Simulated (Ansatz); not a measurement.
A relaxation computed with Ansatz, from input to last step.

```yaml
crystal:
  lattice:
    - [4.6122037547, 0.0, 0.0]
    - [0.0, 4.6122037547, 0.0]
    - [0.0, 0.0, 4.6122037547]
  atoms:
    - { symbol: Si, position: [0.8459158406, 0.8459158406, 0.8459158406] }
    - { symbol: Si, position: [0.6540841594, 0.1540841594, 0.3459158406] }
    - { symbol: Si, position: [0.3459158406, 0.6540841594, 0.1540841594] }
    - { symbol: Si, position: [0.1540841594, 0.3459158406, 0.6540841594] }
    - { symbol: Ni, position: [0.1473946238, 0.1473946238, 0.1473946238] }
    - { symbol: Ni, position: [0.3526053762, 0.8526053762, 0.6473946238] }
    - { symbol: Ni, position: [0.6473946238, 0.3526053762, 0.8526053762] }
    - { symbol: Ni, position: [0.8526053762, 0.6473946238, 0.3526053762] }
basis:
  ecutwfc: 420
kpoints:
  mp_grid: { grid: [8, 8, 8] }
hamiltonian:
  xc: pbesol
scf:
  occupations: { method: gaussian, width: 0.1 }
output:
  forces: true
  stress: true
  eigenvalues: true
  write_density: true
  write_potential: true
  elf: true
  volumetric_format: npy
relax:
  adjacent_minimum: "off"
  f_tol: 0.01
  max_steps: 30
```

```bash
ansatz run input.yaml --threads 2 --pin off --max-ram 5120MiB --backend cpu --events-out ev --progress --plain --runs-dir out
```

All numbers below come from DFT PBEsol, scalar-relativistic, plane waves, PAW in Ansatz 0.2.0.

The volume is held at 1.1 times that of the relaxed cell.

Of 3 frames 3 are shown, positions in Å and forces in eV/Å; the SCF threshold varies from step to step. Spin polarisation was left out; whether the Ni atoms would carry moments isn't shown by this run.

```xyz
8
Lattice="4.6122 0.0000 0.0000 0.0000 4.6122 0.0000 0.0000 0.0000 4.6122" Properties=species:S:1:pos:R:3:forces:R:3 pbc="T T T" step=1 free_energy_over_end_meV_per_atom=0.15
Si    3.9015    3.9015    3.9015   -0.0161   -0.0161   -0.0161
Si    3.0168    0.7107    1.5954    0.0161    0.0161   -0.0161
Si    1.5954    3.0168    0.7107   -0.0161    0.0161    0.0161
Si    0.7107    1.5954    3.0168    0.0161   -0.0161    0.0161
Ni    0.6798    0.6798    0.6798   -0.0174   -0.0174   -0.0174
Ni    1.6263    3.9324    2.9859    0.0174    0.0174   -0.0174
Ni    2.9859    1.6263    3.9324   -0.0174    0.0174    0.0174
Ni    3.9324    2.9859    1.6263    0.0174   -0.0174    0.0174
8
Lattice="4.6122 0.0000 0.0000 0.0000 4.6122 0.0000 0.0000 0.0000 4.6122" Properties=species:S:1:pos:R:3:forces:R:3 pbc="T T T" step=2 free_energy_over_end_meV_per_atom=0.12
Si    3.9009    3.9009    3.9009   -0.0122   -0.0122   -0.0122
Si    3.0174    0.7113    1.5948    0.0122    0.0122   -0.0122
Si    1.5948    3.0174    0.7113   -0.0122    0.0122    0.0122
Si    0.7113    1.5948    3.0174    0.0122   -0.0122    0.0122
Ni    0.6791    0.6791    0.6791   -0.0163   -0.0163   -0.0163
Ni    1.6270    3.9331    2.9852    0.0163    0.0163   -0.0163
Ni    2.9852    1.6270    3.9331   -0.0163    0.0163    0.0163
Ni    3.9331    2.9852    1.6270    0.0163   -0.0163    0.0163
8
Lattice="4.6122 0.0000 0.0000 0.0000 4.6122 0.0000 0.0000 0.0000 4.6122" Properties=species:S:1:pos:R:3:forces:R:3 pbc="T T T" step=3 free_energy_over_end_meV_per_atom=0.00
Si    3.8984    3.8984    3.8984    0.0004    0.0004    0.0004
Si    3.0199    0.7138    1.5923   -0.0004   -0.0004    0.0004
Si    1.5923    3.0199    0.7138    0.0004   -0.0004   -0.0004
Si    0.7138    1.5923    3.0199   -0.0004    0.0004   -0.0004
Ni    0.6714    0.6714    0.6714   -0.0005   -0.0005   -0.0005
Ni    1.6347    3.9408    2.9775    0.0005    0.0005   -0.0005
Ni    2.9775    1.6347    3.9408   -0.0005    0.0005    0.0005
Ni    3.9408    2.9775    1.6347    0.0005   -0.0005    0.0005
```

The run took 65 s on 2 threads of AMD EPYC 7R43 64-Core Processor (Zen 3), with other jobs on the host, peak memory 0.48 GiB.